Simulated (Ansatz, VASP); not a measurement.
## GaSb in VASP and in Ansatz

INCAR

```
SYSTEM = GaSb
PREC = Accurate
ENCUT = 520
EDIFF = 1E-6
ISMEAR = -1
SIGMA = 0.05
LREAL = .FALSE.
LASPH = .TRUE.
NELM = 60
ALGO = Normal
ISIF = 2
LWAVE = .FALSE.
LCHARG = .FALSE.
GGA = PE
NBANDS = 16
```

The input KPOINTS:

```
Automatic mesh
0
G
  10 10 10
  0 0 0
```

POSCAR

```
GaSb
1.0
   -2.7896675499      2.7896675499      1.6116397558
    2.7896675499     -2.7896675499      1.6116397558
    2.7896675499      2.7896675499     -1.6116397558
Sb Ga
1 1
Direct
    0.0000000000      0.0000000000      0.0000000000
    0.7500000000      0.2500000000      0.5000000000
```

File input.yaml:

```yaml
crystal:
  lattice:
    - [-2.7896675499, 2.7896675499, 1.6116397558]
    - [2.7896675499, -2.7896675499, 1.6116397558]
    - [2.7896675499, 2.7896675499, -1.6116397558]
  atoms:
    - { symbol: Sb, position: [0.0, 0.0, 0.0] }
    - { symbol: Ga, position: [0.75, 0.25, 0.5] }
hamiltonian:
  xc: pbe
  pseudopotentials: { kind: paw, azcp: { folder: soft_1 } }
kpoints:
  mp_grid: { grid: [10, 10, 10] }
scf:
  occupations: { method: fermi_dirac, width: 0.05 }
output:
  forces: true
  stress: true
  eigenvalues: true
```

Measurements of this composition are mostly on another form, of space group No. 216.

Alike in both runs: task single point; functional PBE; k mesh 10 × 10 × 10; occupations fermi-dirac, width 0.05 eV; no spin polarisation.

```csv
,VASP,Ansatz
version,VASP 6.6.1,Ansatz 0.2.0
potentials or method,"VASP PAW PBE potentials, release 64 (Sb, Ga_d)",Ansatz PAW soft_1
plane-wave cutoff (eV),520,420
valence electrons in the cell,18,28
```

VASP gave:

```
gap on the k mesh at the Fermi level (eV)       : none
pressure (GPa)                                  : -1.8
largest component of the traceless stress (GPa) : 0.43
```

Problem. What did Ansatz give for the same quantities?

Solution. gap on the k mesh at the Fermi level (eV): none; pressure (GPa): -1.7; largest component of the traceless stress (GPa): 0.39.

A gap of «none» marks a metal or a gap that the smearing closes. The two sets of potentials don't hold the same shells in valence.

Spin-orbit coupling is left out, which matters for the levels of Sb.
